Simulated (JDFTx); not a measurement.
Sr:

```
CELL_PARAMETERS angstrom
0.00000 3.04235 3.04235
3.04235 0.00000 3.04235
3.04235 3.04235 0.00000
ATOMIC_POSITIONS crystal
Sr 0.00000 0.00000 0.00000
```

```yaml
Program: JDFTx 1.7.0 (patched build)
Task: relaxation of cell and atoms
Functional: revPBE
Potentials_or_basis: SG15-PBE-1.2 with smoothed tails
Cutoff: 1088 eV
Density_cutoff: 4354 eV
k_mesh: 4 × 4 × 4
Occupations: fermi-dirac, width 0.05 eV
Spin: no spin polarisation
```

At the start: pressure 0.4 GPa; volume 56.32 Å³/atom.

Problem. Where does the relaxation end?

Solution. Over 5 steps the energy falls by 2.9 meV/atom and the volume is 58.49 Å³/atom (+3.9 %); space group Fm-3m (No. 225, to 0.05 Å).

The path:
```tsv
step	energy change (eV)	largest force (eV/Å)	pressure (GPa)	volume (Å³)
1	0.0000	0.0000	0.43	56.32
2	-0.0007	0.0000	0.38	56.59
3	-0.0029	0.0000	-0.01	58.56
4	-0.0029	0.0000	0.00	58.49
5	-0.0029	0.0000	0.00	58.49
```

Final structure:
```
CELL_PARAMETERS angstrom
0.00000 3.08098 3.08098
3.08098 0.00000 3.08098
3.08098 3.08098 0.00000
ATOMIC_POSITIONS crystal
Sr 0.00000 0.00000 0.00000
```

Caveat: the k mesh is coarse (spacing up to 0.45 Å⁻¹), so the values aren't converged; the potentials were made for another functional, which shifts forces and pressure.
